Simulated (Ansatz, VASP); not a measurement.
**One calculation of Si, two programs**

File INCAR:

```
PREC = Accurate
ENCUT = 600
EDIFF = 1E-6
ISMEAR = 0
SIGMA = 0.02
LREAL = F
LASPH = T
NELM = 100
ALGO = Normal
ISIF = 3
LWAVE = F
LCHARG = F
IBRION = 2
NSW = 100
EDIFFG = -0.002
```

File KPOINTS:

```
Automatic mesh
0
Gamma
  10 10 10
```

POSCAR

```
Si
1.0
    0.0000000000      2.7200000000      2.7200000000
    2.7200000000      0.0000000000      2.7200000000
    2.7200000000      2.7200000000      0.0000000000
Si
2
Direct
    0.0000000000      0.0000000000      0.0000000000
    0.2500000000      0.2500000000      0.2500000000
```

Input for Ansatz:

```yaml
crystal:
  lattice:
    - [0.0, 2.72, 2.72]
    - [2.72, 0.0, 2.72]
    - [2.72, 2.72, 0.0]
  atoms:
    - { symbol: Si, position: [0.0, 0.0, 0.0] }
    - { symbol: Si, position: [0.25, 0.25, 0.25] }
basis:
  ecutwfc: 420
kpoints:
  mp_grid: { grid: [10, 10, 10] }
hamiltonian:
  xc: lda
  pseudopotentials: { kind: paw, azcp: { folder: soft_1 } }
scf:
  occupations: { method: gaussian, width: 0.02 }
output:
  forces: true
  stress: true
  eigenvalues: true
relax:
  adjacent_minimum: "off"
  f_tol: 0.002
  max_steps: 80
  cell: { stress_tol: 0.02 }
```

The cell was built by a generator and needn't be a form met in nature.

Alike in both runs: task relaxation of cell and atoms; functional LDA; k mesh 10 × 10 × 10; occupations gaussian, width 0.02 eV; no spin polarisation.

```csv
,VASP,Ansatz
version,VASP 6.6.1,Ansatz 0.2.0
potentials or method,"VASP PAW LDA potentials, release 64 (Si)","scalar-relativistic, plane waves, PAW"
plane-wave cutoff (eV),600,420
valence electrons in the cell,8,8
```

|  | VASP | Ansatz | Ansatz less VASP |
| --- | --- | --- | --- |
| gap on the k mesh at the Fermi level, each at its own relaxed structure (eV) | 0.45 | 0.45 | +0.001 |
| relaxed volume (Å³/atom) | 19.72 | 19.70 | -0.017 |
| relaxed cell length with the largest relative difference (Å) | 3.821 | 3.819 | -0.0011 |
| energy change over the relaxation (meV/atom) | -2 | -3 | -0.2 |

Ansatz warned: «pseudo_functional_mismatch».

A k mesh can miss the band edges. A hybrid or GW would open this gap; LDA tends to underestimate it.
